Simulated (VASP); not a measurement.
# Ga (Cmce) in VASP: notebook

The runs below take Ga through relaxation of cell and atoms, with PBE.

Everything below comes from runs of VASP 6.6.1. Logs are shortened: lines on timing, memory, paths and dates and some standing lists are left out, and cuts for length are marked.

## 1. Starting point

Symmetry: Cmce, No. 64, orthorhombic system. The conventional cell has a = 4.523 Å, b = 7.661 Å, c = 4.524 Å, α = 90.00°, β = 90.00°, γ = 90.00°. Around Ga (site symmetry m) lie 7 Ga at 2.48 to 2.79 Å.

## 2. Relaxation of cell and atoms, PBE

Input file INCAR:

```
PREC = Accurate ; ENCUT = 520
EDIFF = 1E-6 ; ISMEAR = 0
SIGMA = 0.1 ; LREAL = F
LASPH = T ; NELM = 120
ALGO = Normal ; ISIF = 3
LWAVE = F ; LCHARG = F
GGA = PE ; IBRION = 2
NSW = 90 ; EDIFFG = -0.01
KPAR = 2
```

Input file KPOINTS:

```
Automatic mesh
0
Gamma
  9 9 8
```

Input file POSCAR:

```
Ga
1.0
    2.2615000000     -3.8305000000      0.0000000000
    2.2615000000      3.8305000000      0.0000000000
    0.0000000000      0.0000000000      4.5240000000
Ga
4
Direct
    0.8451000000      0.1549000000      0.0810000000
    0.6549000000      0.3451000000      0.5810000000
    0.1549000000      0.8451000000      0.9190000000
    0.3451000000      0.6549000000      0.4190000000
```

Potentials or basis: VASP PAW PBE potentials, release 64 (Ga_d).

Run with:

```sh
$ cat potpaw_PBE.64/Ga_d/POTCAR > POTCAR
$ mpirun -np 2 vasp_std > vasp.out
```

OUTCAR:

```text
PREC = Accurate
   ENCUT = 520
   EDIFF = 1E-6
   ISMEAR = 0
   LREAL = F
   LASPH = T
   NELM = 120
   ISIF = 3
   GGA = PE
   IBRION = 2
   NSW = 90
   EDIFFG = -0.01

 ion  position               nearest neighbor table
   1  0.845  0.155  0.081-   3 2.48   2 2.69   2 2.69   4 2.73   4 2.73   3 2.79   3 2.79
   2  0.655  0.345  0.581-   4 2.48   1 2.69   1 2.69   3 2.73   3 2.73   4 2.79   4 2.79
   3  0.155  0.845  0.919-   1 2.48   4 2.69   4 2.69   2 2.73   2 2.73   1 2.79   1 2.79
   4  0.345  0.655  0.419-   2 2.48   3 2.69   3 2.69   1 2.73   1 2.73   2 2.79   2 2.79

  LATTYP: Found a base centered orthorhombic cell.
 ALAT       =     4.5230000000
 B/A-ratio  =     1.6937873093
 C/A-ratio  =     1.0002210922

  Lattice vectors:

 A1 = (   2.2615000000,  -3.8305000000,   0.0000000000)
 A2 = (   2.2615000000,   3.8305000000,   0.0000000000)
 A3 = (   0.0000000000,   0.0000000000,   4.5240000000)

Analysis of symmetry for initial positions (statically):
=====================================================================
 Subroutine PRICEL returns:
 Original cell was already a primitive cell.

 Routine SETGRP: Setting up the symmetry group for a
 base centered orthorhombic supercell.

 Subroutine GETGRP returns: Found  8 space group operations
 (whereof  4 operations were pure point group operations)
 out of a pool of  8 trial point group operations.

The static configuration has the point symmetry C_2h.
 The point group associated with its full space group is D_2h.

Analysis of symmetry for dynamics (positions and initial velocities):
=====================================================================
 Subroutine PRICEL returns:
 Original cell was already a primitive cell.

 Routine SETGRP: Setting up the symmetry group for a
 base centered orthorhombic supercell.

 Subroutine GETGRP returns: Found  8 space group operations
 (whereof  4 operations were pure point group operations)
 out of a pool of  8 trial point group operations.

The dynamic configuration has the point symmetry C_2h.
 The point group associated with its full space group is D_2h.

 Subroutine INISYM returns: Found  8 space group operations
 (whereof  4 operations are pure point group operations),
 and found     1 'primitive' translations

----------------------------------------------------------------------------------------

                                     Primitive cell

  volume of cell :      78.3799

  direct lattice vectors                    reciprocal lattice vectors
     2.261500000 -3.830500000  0.000000000     0.221092195 -0.130531262  0.000000000
     2.261500000  3.830500000  0.000000000     0.221092195  0.130531262  0.000000000
     0.000000000  0.000000000  4.524000000     0.000000000  0.000000000  0.221043324

  length of vectors
     4.448270731  4.448270731  4.524000000     0.256749234  0.256749234  0.221043324

  position of ions in fractional coordinates (direct lattice)
     0.845100000  0.154900000  0.081000000
     0.654900000  0.345100000  0.581000000
     0.154900000  0.845100000  0.919000000
     0.345100000  0.654900000  0.419000000

  ion indices of the primitive-cell ions
   primitive index   ion index
                 1           1
                 2           2
                 3           3
                 4           4

----------------------------------------------------------------------------------------

 KPOINTS: Automatic mesh

Automatic generation of k-mesh.
 Grid dimensions read from file:
 generate k-points for:    9    9    8

 Generating k-lattice:

  Cartesian coordinates                     Fractional coordinates (reciprocal lattice)
     0.024565799 -0.014503474  0.000000000     0.111111111 -0.000000000  0.000000000
     0.024565799  0.014503474  0.000000000    -0.000000000  0.111111111  0.000000000
     0.000000000  0.000000000  0.027630416     0.000000000  0.000000000  0.125000000

  Length of vectors
     0.028527693  0.028527693  0.027630416

  Shift w.r.t. Gamma in fractional coordinates (k-lattice)
     0.000000000  0.000000000  0.000000000

 Subroutine IBZKPT returns following result:
 ===========================================

 Found    125 irreducible k-points:

 Following reciprocal coordinates:
            Coordinates               Weight
  0.000000  0.000000  0.000000      1.000000
  0.111111  0.000000  0.000000      4.000000
  0.222222  0.000000  0.000000      4.000000
  0.333333  0.000000  0.000000      4.000000
  0.444444  0.000000  0.000000      4.000000
  0.111111  0.111111  0.000000      2.000000
[... 16 lines left out ...]
 -0.333333  0.333333  0.000000      2.000000
  0.444444  0.444444  0.000000      2.000000
 [... further k-points ...]
   k-points           NKPTS =    125   k-points in BZ     NKDIM =    125   number of bands    NBANDS=     31
   number of dos      NEDOS =    301   number of ions     NIONS =      4
   total plane-waves  NPLWV =  46656
   dimension x,y,z NGX =    36 NGY =   36 NGZ =   36
   dimension x,y,z NGXF=    72 NGYF=   72 NGZF=   72
   ions per type =               4
   NGX,Y,Z   is equivalent  to a cutoff of  13.45, 13.45, 13.23 a.u.
   NGXF,Y,Z  is equivalent  to a cutoff of  26.91, 26.91, 26.46 a.u.
 SYSTEM =  unknown system
   PREC   = accura    normal or accurate (medium, high low for compatibility)
   ISTART =      0    job   : 0-new  1-cont  2-samecut
   ICHARG =      2    charge: 1-file 2-atom 10-const
   ISPIN  =      1    spin polarized calculation?
   LNONCOLLINEAR =      F non collinear calculations
   LSORBIT =      F    spin-orbit coupling
   LASPH  =      T    aspherical Exc in radial PAW
   ENCUT  =  520.0 eV  38.22 Ry    6.18 a.u.   8.27  8.27  8.41*2*pi/ulx,y,z
   NELM   =    120;   NELMIN=  2; NELMDL= -5     # of ELM steps
   EDIFF  = 0.1E-05   stopping-criterion for ELM
   LREAL  =      F    real-space projection
   EDIFFG = -.1E-01   stopping-criterion for IOM
   NSW    =     90    number of steps for IOM
   IBRION =      2    ionic relax: 0-MD 1-quasi-New 2-CG
   NFREE  =      1    steps in history (QN), initial steepest desc. (CG)
   ISIF   =      3    stress and relaxation
   ISYM   =      2    0-nonsym 1-usesym 2-fastsym
   POTIM  = 0.5000    time-step for ionic-motion
   TEBEG  =    0.0;   TEEND  =   0.0 temperature during run
   PSTRESS=    0.0 pullay stress
   NELECT =      52.0000    total number of electrons
   NUPDOWN=      -1.0000    fix difference up-down
   EMIN   =  10.00;   EMAX   =-10.00  energy-range for DOS
   EFERMI =   0.00;   METHOD = LEGACY
   ISMEAR =     0;   SIGMA  =   0.10  broadening in eV -4-tet -1-fermi 0-gaus
   EFERMI_NEDOS =   21; number of points for ismear=-14 and -15
   IALGO  =     38    algorithm
   IMIX   =      4    mixing-type and parameters
     AMIX     =   0.40;   BMIX     =  1.00
     AMIX_MAG =   1.60;   BMIX_MAG =  1.00
  volume/ion in A,a.u.               =      19.59       132.23
  Fermi-wavevector in a.u.,A,eV,Ry     =   1.427823  2.698194 27.737908  2.038679
  Thomas-Fermi vector in A             =   2.547951
   LORBIT       =      0    0 simple, 1 ext, 2 COOP (PROOUT), +10 PAW based schemes
   GGA     = PE    functional components
   LHFCALC =     F    Hartree Fock is set to
   AEXX    =    0.0000 exact exchange contribution
   IVDW    =     0    specifies the selected vdW correction
   LEPSILON=     F    determine dielectric tensor
   LRPA    =     F    only Hartree local field effects (RPA)
 conjugate gradient relaxation of ions
 non-spin polarized calculation
 Gauss-broadening in eV      SIGMA  =   0.10
  energy-cutoff  :      520.00
  volume of cell :       78.38
 maximum number of plane-waves:      2135
 NGX is ok and might be reduce to    36
   NGX = 17   NGY = 17   NGZ = 17

--------------------------------------- Ionic step        1  -------------------------------------------

 number of electron      52.0000010 magnetization

 Free energy of the ion-electron system (eV)
  ---------------------------------------------------
  ext. energy  EPLUGINS =         0.00000000
  ---------------------------------------------------
  free energy    TOTEN  =       -11.60122142 eV

  energy without entropy =      -11.59561093  energy(sigma->0) =      -11.59841617

------------------------ aborting loop because EDIFF is reached ----------------------------------------

  FORCE on cell =-STRESS in cart. coord.  units (eV):
  Direction    XX          YY          ZZ          XY          YZ          ZX
  --------------------------------------------------------------------------------------
  -------------------------------------------------------------------------------------
  Total        0.9690809      1.1541459      0.8315012      0.0000000      0.0000000      0.0000000
  in kB       19.8091558     23.5921024     16.9968640      0.0000000      0.0000000      0.0000000
  external PRESSURE =      20.1327074 kB  Pullay stress =       0.0000000 kB
[... 95 lines left out ...]
  FREE ENERGIE OF THE ION-ELECTRON SYSTEM (eV)
  ---------------------------------------------------
  free  energy   TOTEN  =       -11.6208253595 eV

  energy  without entropy=      -11.6147063300  energy(sigma->0) =      -11.61776584

[... ionic steps 4 to 23 ...]

--------------------------------------- Ionic step       24  -------------------------------------------

 number of electron      52.0000004 magnetization

------------------------ aborting loop because EDIFF is reached ----------------------------------------

  FORCE on cell =-STRESS in cart. coord.  units (eV):
  Direction    XX          YY          ZZ          XY          YZ          ZX
  --------------------------------------------------------------------------------------
  -------------------------------------------------------------------------------------
  Total        0.0116520     -0.0018690      0.0043278      0.0000000      0.0000000      0.0000000
  in kB        0.2288593     -0.0367094      0.0850039      0.0000000      0.0000000      0.0000000
  external PRESSURE =       0.0923846 kB  Pullay stress =       0.0000000 kB
[... 61 lines left out ...]
  energy  without entropy=      -11.6194306895  energy(sigma->0) =      -11.62199419

--------------------------------------- Ionic step       26  -------------------------------------------

 number of electron      52.0000005 magnetization

 Free energy of the ion-electron system (eV)
  ---------------------------------------------------
  ext. energy  EPLUGINS =         0.00000000
  ---------------------------------------------------
  free energy    TOTEN  =       -11.62456175 eV

  energy without entropy =      -11.61943656  energy(sigma->0) =      -11.62199916

 E-fermi :   4.5749     XC(G=0): -10.4506

 val. band max:        4.5606555825   @ k =  -0.3333   0.3333   0.3750
 cond. band min:       4.5811739859   @ k =   0.0000   0.0000   0.3750
 fundamental gap:      0.0205184034
 Fermi energy:         4.5748658417

 k-point     1 :       0.0000    0.0000    0.0000
  band No.  band energies     occupation
      1     -10.4069      2.00000
      2     -10.4056      2.00000
      3     -10.3853      2.00000
      4     -10.3656      2.00000
      5     -10.3318      2.00000
      6     -10.3194      2.00000
[... 805 lines left out ...]
     30       7.5510      0.00000
     31       9.6584      0.00000

 [... further k-points ...]
[... 5 lines left out ...]
  --------------------------------------------------------------------------------------
  -------------------------------------------------------------------------------------
  Total       -0.0001337     -0.0399805     -0.0093811      0.0000000      0.0000000      0.0000000
  in kB       -0.0026258     -0.7850230     -0.1842000      0.0000000      0.0000000      0.0000000
  external PRESSURE =      -0.3239496 kB  Pullay stress =       0.0000000 kB
[... 19 lines left out ...]
  FREE ENERGIE OF THE ION-ELECTRON SYSTEM (eV)
  ---------------------------------------------------
  free  energy   TOTEN  =       -11.6245617531 eV

  energy  without entropy=      -11.6194365583  energy(sigma->0) =      -11.62199916

 reached required accuracy - stopping structural energy minimisation
```

Wall time 21 min (2 MPI ranks of Intel Xeon Platinum 8488C (Sapphire Rapids), shared host); peak memory 0.35 GiB.

Results:

* Free energy: -11.6246 eV
* Relaxed volume: 20.40 Å³/atom
* Relaxed cell: a = 4.512 Å, b = 4.512 Å, c = 4.541 Å, α = 90.00°, β = 90.00°, γ = 118.05°
* Space group after relaxing (to 0.05 Å): Cmce (No. 64)
* Energy gained by relaxing: 5.8 meV/atom
* Ionic steps: 26
* Pressure after relaxing: 0.0 GPa
* Largest force after relaxing: 0.004 eV/Å
* Band gap on the k mesh: none (metal or under the smearing width)

Forces on the atoms (eV/Å):
```
Ga   0.000 -0.001  0.004
Ga   0.000  0.001  0.004
Ga   0.000  0.001 -0.004
Ga   0.000 -0.001 -0.004
```

The path:
```tsv
step	energy change (eV)	largest force (eV/Å)	pressure (GPa)	volume (Å³)
1	0.0000	0.1074	2.01	78.38
2	-0.0198	0.0353	0.23	81.21
3	-0.0196	0.0228	-0.22	81.82
4	-0.0199	0.0287	-0.09	81.54
5	-0.0199	0.0327	0.01	81.44
6	-0.0209	0.0260	-0.17	81.49
7	-0.0221	0.0215	-0.22	81.57
8	-0.0225	0.0220	-0.06	81.72
9	-0.0227	0.0211	0.05	81.66
10	-0.0227	0.0208	0.02	81.68
11	-0.0229	0.0272	-0.26	81.78
12	-0.0230	0.0200	-0.19	81.75
13	-0.0229	0.0347	0.16	81.35
14	-0.0231	0.0258	0.03	81.58
15	-0.0231	0.0254	-0.02	81.60
16	-0.0231	0.0248	0.00	81.59
17	-0.0232	0.0119	0.04	81.56
18	-0.0232	0.0108	0.03	81.55
19	-0.0232	0.0172	0.05	81.52
20	-0.0233	0.0127	-0.02	81.54
21	-0.0233	0.0155	0.03	81.53
22	-0.0233	0.0121	0.05	81.56
23	-0.0233	0.0105	0.01	81.58
24	-0.0233	0.0114	0.01	81.57
25	-0.0233	0.0049	-0.05	81.59
26	-0.0233	0.0037	-0.03	81.60
```

Final structure:
```cif
data_structure
_symmetry_space_group_name_H-M 'P 1'
_symmetry_Int_Tables_number 1
_cell_length_a 4.5122
_cell_length_b 4.5122
_cell_length_c 4.5410
_cell_angle_alpha 90.000
_cell_angle_beta 90.000
_cell_angle_gamma 118.046
_cell_volume 81.60
loop_
_atom_site_label
_atom_site_type_symbol
_atom_site_fract_x
_atom_site_fract_y
_atom_site_fract_z
_atom_site_occupancy
Ga1 Ga 0.84370 0.15630 0.08322 1
Ga2 Ga 0.65630 0.34370 0.58322 1
Ga3 Ga 0.15630 0.84370 0.91678 1
Ga4 Ga 0.34370 0.65630 0.41678 1
```

PBE usually gives volumes a little too large and moduli too small. Zero-point motion and thermal expansion aren't in these numbers.

## 3. Relaxation of cell and atoms, PBE

This run uses another cell than the first one, of 20.40 Å³/atom, 1.041 times its volume.

Input file INCAR:

```
PREC = Accurate ; ENCUT = 520
EDIFF = 1E-7 ; ISMEAR = 0
SIGMA = 0.1 ; LREAL = F
LASPH = T ; NELM = 120
ALGO = Normal ; ISIF = 3
LWAVE = F ; LCHARG = F
GGA = PE ; IBRION = 2
NSW = 60 ; EDIFFG = -0.005
POTIM = 0.3 ; KPAR = 2
```

KPOINTS is that of step 2.

Input file POSCAR:

```
Ga                                      
1.0
    2.3223932248     -3.8686162183     -0.0000000000
    2.3223932248      3.8686162183      0.0000000000
    0.0000000000      0.0000000000      4.5410334115
  Ga            
     4
Direct
     0.8437041300774036    0.1562958699225964    0.0832196977773408
     0.6562958699225964    0.3437041300774036    0.5832196977773410
     0.1562958699225964    0.8437041300774036    0.9167803022226590
     0.3437041300774036    0.6562958699225964    0.4167803022226592
```

Potentials or basis: VASP PAW PBE potentials, release 64 (Ga_d).

Run with:

```sh
$ cat potpaw_PBE.64/Ga_d/POTCAR > POTCAR
$ mpirun -np 2 vasp_std > vasp.out
```

Run time: 2.5 min. Hardware: 2 MPI ranks of Intel Xeon Platinum 8488C (Sapphire Rapids), shared host; peak memory 0.35 GiB.

The run converged. Its results:

| Property | Result |
| --- | --- |
| Free energy | -11.6247 eV |
| Relaxed volume | 20.39 Å³/atom |
| Relaxed cell | a = 4.511 Å, b = 4.511 Å, c = 4.541 Å, α = 90.00°, β = 90.00°, γ = 118.03° |
| Space group after relaxing (to 0.05 Å) | Cmce (No. 64) |
| Energy gained by relaxing | 0.0 meV/atom |
| Ionic steps | 2 |
| Pressure after relaxing | 0.0 GPa |
| Largest force after relaxing | 0.004 eV/Å |
| Band gap on the k mesh | none (metal or under the smearing width) |

Forces in eV/Å, atoms in the order of the input:
```
Ga   0.000  0.001  0.004
Ga   0.000 -0.001  0.004
Ga   0.000 -0.001 -0.004
Ga   0.000  0.001 -0.004
```

Final structure:
```cif
data_structure
_symmetry_space_group_name_H-M 'P 1'
_symmetry_Int_Tables_number 1
_cell_length_a 4.5111
_cell_length_b 4.5111
_cell_length_c 4.5406
_cell_angle_alpha 90.000
_cell_angle_beta 90.000
_cell_angle_gamma 118.030
_cell_volume 81.56
loop_
_atom_site_label
_atom_site_type_symbol
_atom_site_fract_x
_atom_site_fract_y
_atom_site_fract_z
_atom_site_occupancy
Ga1 Ga 0.84371 0.15629 0.08324 1
Ga2 Ga 0.65629 0.34371 0.58324 1
Ga3 Ga 0.15629 0.84371 0.91676 1
Ga4 Ga 0.34371 0.65629 0.41676 1
```

Levels at points of the mesh, in eV from the Fermi level:
| k point | band 24 | band 25 | band 26 | band 27 | band 28 | band 29 |
| --- | --- | --- | --- | --- | --- | --- |
| (0.00, 0.00, 0.00) | -2.02 | -1.62 | -0.51 | 0.94 | 1.02 | 1.13 |
| (0.00, 0.00, 0.50) | -0.44 | 0.08 | 0.08 | 0.15 | 0.15 | 2.20 |
